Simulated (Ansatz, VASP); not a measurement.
# Two plane-wave programs on BAs

Contents of INCAR:

```
ALGO = Normal
EDIFF = 1E-6
ENCUT = 520
GGA = PE
ISIF = 2
ISMEAR = 0
LASPH = True
LCHARG = False
LREAL = False
LWAVE = False
NBANDS = 11
NELM = 60
PREC = Accurate
SIGMA = 0.01
```

Contents of KPOINTS:

```
k-points
0
Gamma
  8 8 8
```

POSCAR

```
BAs
1.0
    0.0000000000      2.3803343092      2.3803343092
    2.3803343092      0.0000000000      2.3803343092
    2.3803343092      2.3803343092      0.0000000000
B As
1 1
Direct
    0.0000000000      0.0000000000      0.0000000000
    0.2500000000      0.2500000000      0.2500000000
```

Input for Ansatz:

```yaml
crystal:
  lattice:
    - [0.0, 2.3803343092, 2.3803343092]
    - [2.3803343092, 0.0, 2.3803343092]
    - [2.3803343092, 2.3803343092, 0.0]
  atoms:
    - { symbol: B, position: [0.0, 0.0, 0.0] }
    - { symbol: As, position: [0.25, 0.25, 0.25] }
kpoints:
  mp_grid: { grid: [8, 8, 8] }
hamiltonian:
  xc: pbe
scf:
  occupations: { method: fixed }
  n_extra_bands: 4
output:
  forces: true
  stress: true
  eigenvalues: true
```

Alike in both runs: task single point; functional PBE; k mesh 8 × 8 × 8; no spin polarisation.

```csv
,VASP,Ansatz
version,VASP 6.6.1,Ansatz 0.2.0
potentials or method,"VASP PAW PBE potentials, release 64 (B, As)","plane waves, PAW"
plane-wave cutoff (eV),520,420
occupations,"gaussian, width 0.01 eV",fixed
valence electrons in the cell,8,18
```

|  | VASP | Ansatz | Ansatz less VASP |
| --- | --- | --- | --- |
| gap on the k mesh at the Fermi level (eV) | 1.18 | 1.19 | +0.009 |
| pressure (GPa) | 5.0 | 4.3 | -0.69 |

The two sets of potentials don't hold the same shells in valence.

A k mesh can miss the band edges. PBE gaps usually lie below the measured ones, often by a third to a half.
